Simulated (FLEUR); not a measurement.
# CdS (Fm-3m) in FLEUR: a series of runs, part 2 of 2

FLEUR MaX-R8.1 (later development tree).

## 3. Equation of state, PBE, 20.04 Å³/atom (volume scaled by 0.96)

Contents of inp.xml:

```xml
<?xml version="1.0" encoding="UTF-8" standalone="no"?>
<fleurInput fleurInputVersion="0.39">
   <comment>
      CdS                                                                                                 
   </comment>
   <calculationSetup>
      <cutoffs Kmax="4.15" Gmax="12.9" GmaxXC="12.9" numbands="0"/>
      <scfLoop itmax="60" minDistance="0.00001" maxIterBroyd="15" imix="Anderson" alpha="0.05" precondParam="0.0" spinf="2.0" sdNocoIR="T"/>
      <coreElectrons ctail="T" frcor="F" kcrel="0" coretail_lmax="0"/>
      <xcFunctional name="pbe" relativisticCorrections="F"/>
      <magnetism jspins="1"/>
      <soc l_soc="F" theta="0.0" phi="0.0" spav="F"/>
      <expertModes spex="0" secvar="F"/>
      <geometryOptimization l_f="F" forcealpha="1.0" forcemix="BFGS" epsdisp="0.0005" epsforce="0.0002"/>
      <ldaU l_linMix="F" mixParam="0.05" spinf="1.0"/>
   </calculationSetup>
   <cell>
      <bzIntegration valenceElectrons="26.0" mode="hist" fermiSmearingEnergy="0.00183747">
         <kPointListSelection listName="default-1"/>
         <!-- k-points included here -->
         <xi:include xmlns:xi="http://www.w3.org/2001/XInclude" href="kpts.xml"> </xi:include>
      </bzIntegration>
      <!-- symmetry operations included here -->
      <xi:include xmlns:xi="http://www.w3.org/2001/XInclude" href="sym.xml"> </xi:include>
      <bulkLattice scale="0.9864848297">
         <bravaisMatrix>
            <row-1>    0.0000000000000000     5.2028771141982020     5.2028771141982020</row-1>
            <row-2>    5.2028771141982020     0.0000000000000000     5.2028771141982020</row-2>
            <row-3>    5.2028771141982020     5.2028771141982020     0.0000000000000000</row-3>
         </bravaisMatrix>
      </bulkLattice>
   </cell>
   <atomSpecies>
      <species name="Cadmium (Cd)" element="Cd" atomicNumber="48">
         <mtSphere radius="2.66" gridPoints="879" logIncrement="0.015"/>
         <atomicCutoffs lmax="11" lnonsphr="8"/>
         <electronConfig flipSpins="F">
            <coreConfig>(1s1/2) (2s1/2) (2p1/2) (2p3/2) (3s1/2) (3p1/2) (3p3/2) (3d3/2) (3d5/2)</coreConfig>
            <valenceConfig>(4s1/2) (4p1/2) (4p3/2) (5s1/2) (4d3/2) (4d5/2)</valenceConfig>
         </electronConfig>
         <energyParameters s="5" p="5" d="4" f="4"/>
         <lo type="SCLO" l="0" n="4" eDeriv="0"/>
         <lo type="SCLO" l="1" n="4" eDeriv="0"/>
         <lo type="SCLO" l="1" n="4" eDeriv="1"/>
         <lo type="SCLO" l="2" n="4" eDeriv="2"/>
         <lo type="SCLO" l="3" n="4" eDeriv="2"/>
      </species>
      <species name="Sulfur (S)" element="S" atomicNumber="16">
         <mtSphere radius="2.0" gridPoints="685" logIncrement="0.017"/>
         <atomicCutoffs lmax="8" lnonsphr="6"/>
         <electronConfig flipSpins="F">
            <coreConfig>(1s1/2) (2s1/2) (2p1/2) (2p3/2)</coreConfig>
            <valenceConfig>(3s1/2) (3p1/2) (3p3/2)</valenceConfig>
            <stateOccupation state="(3p1/2)" spinUp="0.666667" spinDown="0.666667"/>
            <stateOccupation state="(3p3/2)" spinUp="1.333333" spinDown="1.333333"/>
         </electronConfig>
         <energyParameters s="3" p="3" d="3" f="4"/>
         <lo type="SCLO" l="0" n="3" eDeriv="2"/>
         <lo type="SCLO" l="1" n="3" eDeriv="2"/>
         <lo type="SCLO" l="2" n="3" eDeriv="2"/>
         <lo type="SCLO" l="3" n="4" eDeriv="2"/>
      </species>
   </atomSpecies>
   <atomGroups>
      <atomGroup species="Cadmium (Cd)">
         <relPos label="                   1">.0000000000 .0000000000 .0000000000</relPos>
         <force calculate="T" relaxXYZ="TTT"/>
      </atomGroup>
      <atomGroup species="Sulfur (S)">
         <relPos label="                   2">1.000/2.000 1.000/2.000 1.000/2.000</relPos>
         <force calculate="T" relaxXYZ="TTT"/>
      </atomGroup>
   </atomGroups>
   <output dos="F" band="F" slice="F">
      <checks vchk="F" cdinf="F"/>
      <bandDOS minEnergy="-.5*Htr" maxEnergy="0.5*Htr" sigma="0.015" storeEVData="T"/>
      <vacuumDOS vacdos="F" integ="F" star="F" nstars="0" locx1="0.0" locy1="0.0" locx2="0.0" locy2="0.0" nstm="0" tworkf="0.0"/>
      <unfoldingBand unfoldBand="F" supercellX="1" supercellY="1" supercellZ="1"/>
      <plotting iplot="0" polar="F">
         <plot TwoD="T" vec1="  1.0  0.0  0.0" vec2="  0.0  1.0  0.0" vec3="  0.0  0.0  1.0" zero="  0.0  0.0  0.0" file="plot"/>
      </plotting>
      <chargeDensitySlicing numkpt="0" minEigenval="0.0" maxEigenval="0.0" nnne="0" pallst="F"/>
      <specialOutput eonly="F"/>
      <moessbauerParams electricFieldGradient="T" isomerShift="T" coreHyperfine="T" valenceHyperfine="T"/>
      <magneticCircularDichroism mcd="F" energyLo="-10.0" energyUp="0.0"/>
   </output>
  <!-- We include the file relax.xml here to enable relaxations (see documentation) -->
  <xi:include xmlns:xi="http://www.w3.org/2001/XInclude" href="relax.xml"> <xi:fallback/> </xi:include>
</fleurInput>
```

Potentials or basis: all-electron, FLAPW.

The run is started by

```console
inpgen -f crystal.txt -profile fastHighL
# inp.xml edited to the form shown
fleur_MPI
```

It took 24 s on 1 thread of Arm Neoverse V2, shared host; peak memory 0.07 GiB.

Results (log left out):

```
Free energy                                           : -163139.3156 eV
Band gap on the k mesh                                : 0.26 eV, indirect (least direct gap 1.83 eV)
Valence electrons inside the program's atomic spheres : Cd 18.68; S 3.90 (radii Cd 2.66, S 2.0 bohr)
```

Caveat: the plane-wave cutoff is short for the semicore states, which can make moduli rough.

## 4. Equation of state, PBE, 20.45 Å³/atom (volume scaled by 0.98)

inp.xml: that of step 3 with these lines changed.

```diff
@@ -24,3 +24,3 @@
       <xi:include xmlns:xi="http://www.w3.org/2001/XInclude" href="sym.xml"> </xi:include>
-      <bulkLattice scale="0.9864848297">
+      <bulkLattice scale="0.9932883884">
          <bravaisMatrix>
```

The run is started by

```console
inpgen -f crystal.txt -profile fastHighL
# inp.xml edited to the form shown
fleur_MPI
```

Run time: 25 s. Hardware: 1 thread of Arm Neoverse V2, shared host; peak memory 0.07 GiB.

Results (log left out):

```yaml
Free_energy: -163139.3254 eV
Band_gap_on_the_k_mesh: 0.26 eV, indirect (least direct gap 1.69 eV)
Valence_electrons_inside_the_program's_atomic_spheres: Cd 18.65; S 3.88 (radii Cd 2.66, S 2.0 bohr)
```

Caveat: the plane-wave cutoff is short for the semicore states, which can make moduli rough.

## 5. Equation of state, PBE, 20.87 Å³/atom

inp.xml: that of step 4 with these lines changed.

```diff
@@ -24,3 +24,3 @@
       <xi:include xmlns:xi="http://www.w3.org/2001/XInclude" href="sym.xml"> </xi:include>
-      <bulkLattice scale="0.9932883884">
+      <bulkLattice scale="1.0000000000">
          <bravaisMatrix>
```

The run is started by

```console
inpgen -f crystal.txt -profile fastHighL
# inp.xml edited to the form shown
fleur_MPI
```

It took 25 s on 1 thread of Arm Neoverse V2, shared host; peak memory 0.07 GiB.

The run converged. Its results:

```
Free energy                                           : -163139.3270 eV
Band gap on the k mesh                                : 0.26 eV, indirect (least direct gap 1.56 eV)
Valence electrons inside the program's atomic spheres : Cd 18.63; S 3.87 (radii Cd 2.66, S 2.0 bohr)
```

Caveat: the plane-wave cutoff is short for the semicore states, which can make moduli rough.

## 6. Equation of state, PBE, 21.29 Å³/atom (volume scaled by 1.02)

inp.xml: that of step 5 with these lines changed.

```diff
@@ -24,3 +24,3 @@
       <xi:include xmlns:xi="http://www.w3.org/2001/XInclude" href="sym.xml"> </xi:include>
-      <bulkLattice scale="1.0000000000">
+      <bulkLattice scale="1.0066227096">
          <bravaisMatrix>
```

Potentials or basis: all-electron, FLAPW.

The run is started by

```console
inpgen -f crystal.txt -profile fastHighL
# inp.xml edited to the form shown
fleur_MPI
```

Run time: 26 s. Hardware: 1 thread of Arm Neoverse V2, shared host; peak memory 0.07 GiB.

It converged, with:

```yaml
Free_energy: -163139.3213 eV
Band_gap_on_the_k_mesh: 0.26 eV, indirect (least direct gap 1.43 eV)
Valence_electrons_inside_the_program's_atomic_spheres: Cd 18.60; S 3.86 (radii Cd 2.66, S 2.0 bohr)
```

Caveat: the plane-wave cutoff is short for the semicore states, which can make moduli rough.

## 7. Equation of state, PBE, 21.71 Å³/atom (volume scaled by 1.04)

inp.xml: that of step 6 with these lines changed.

```diff
@@ -24,3 +24,3 @@
       <xi:include xmlns:xi="http://www.w3.org/2001/XInclude" href="sym.xml"> </xi:include>
-      <bulkLattice scale="1.0066227096">
+      <bulkLattice scale="1.0131594038">
          <bravaisMatrix>
```

The run is started by

```console
inpgen -f crystal.txt -profile fastHighL
# inp.xml edited to the form shown
fleur_MPI
```

Run time: 27 s. Hardware: 1 thread of Arm Neoverse V2, shared host; peak memory 0.07 GiB.

Results (log left out):

```yaml
Free_energy: -163139.3091 eV
Band_gap_on_the_k_mesh: 0.26 eV, indirect (least direct gap 1.31 eV)
Valence_electrons_inside_the_program's_atomic_spheres: Cd 18.58; S 3.85 (radii Cd 2.66, S 2.0 bohr)
```

Caveat: the plane-wave cutoff is short for the semicore states, which can make moduli rough.

## 8. Equation of state, PBE, 22.12 Å³/atom (volume scaled by 1.06)

inp.xml: that of step 7 with these lines changed.

```diff
@@ -24,3 +24,3 @@
       <xi:include xmlns:xi="http://www.w3.org/2001/XInclude" href="sym.xml"> </xi:include>
-      <bulkLattice scale="1.0131594038">
+      <bulkLattice scale="1.0196128224">
          <bravaisMatrix>
```

The run is started by

```console
inpgen -f crystal.txt -profile fastHighL
# inp.xml edited to the form shown
fleur_MPI
```

Wall time 27 s (1 thread of Arm Neoverse V2, shared host); peak memory 0.07 GiB.

It converged, with:

| Property | Result |
| --- | --- |
| Free energy | -163139.2910 eV |
| Band gap on the k mesh | 0.26 eV, indirect (least direct gap 1.20 eV) |
| Valence electrons inside the program's atomic spheres | Cd 18.56; S 3.85 (radii Cd 2.66, S 2.0 bohr) |

Caveat: the plane-wave cutoff is short for the semicore states, which can make moduli rough.

## 9. Equation of state, PBE

Potentials or basis: all-electron, FLAPW.

No new run: the results of the series are fitted here.

Results:

```yaml
Equilibrium_volume: 20.75 Å³/atom
Bulk_modulus: 72 GPa
```

Energy against volume, from the lowest point:
```
volume (Å³/atom)  energy (meV/atom)
          19.618              15.20
          20.036               5.69
          20.453               0.80
          20.871               0.00
          21.288               2.85
          21.705               8.96
          22.123              17.98
```

Caveat: the plane-wave cutoff is short for the semicore states, which can make moduli rough.
